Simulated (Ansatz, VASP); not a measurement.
# Two plane-wave programs on Rh

```xyz
4
Lattice="2.6917 0.0000 0.0000 -1.3459 2.3311 0.0000 0.0000 0.0000 8.7981" Properties=species:S:1:pos:R:3 pbc="T T T"
Rh    1.3769    0.7666    6.5927
Rh    0.0070    0.0679    4.4287
Rh   -0.0493    1.5084    2.1887
Rh    0.0748   -0.0046    0.0312
```

Change from the starting cell: atoms moved at random, drawn with an rms of 0.05 Å.

Alike in both runs: task single point; functional PBEsol; k mesh 11 × 11 × 3; occupations fermi-dirac, width 0.05 eV; no spin polarisation.

```csv
,VASP,Ansatz
version,VASP 6.6.1,Ansatz 0.2.0
potentials or method,"VASP PAW PBE potentials, release 64 (Rh_pv)",Ansatz PAW
plane-wave cutoff (eV),520,420
valence electrons in the cell,60,68
```

```tsv
	VASP	Ansatz	Ansatz less VASP
gap on the k mesh at the Fermi level (eV)	none	none	-
pressure (GPa)	-5.1	-5.0	+0.07
largest component of the traceless stress (GPa)	0.51	0.51	-0.005
rms of the force components (eV/Å)	0.311	0.310	-0.0001
```

Atom by atom the forces differ by 0.000 eV/Å (rms over components). A gap of «none» marks a metal or a gap that the smearing closes. With one functional, cell and mesh, what is left measures potentials, basis and numerics. The two sets of potentials don't hold the same shells in valence.

Caveats: the PAW data sets were made with another functional, which shifts forces and pressure a little (VASP); the PAW data sets come from PBE, with cores solved anew for the run's functional, which leaves a small shift of forces and pressure (Ansatz).
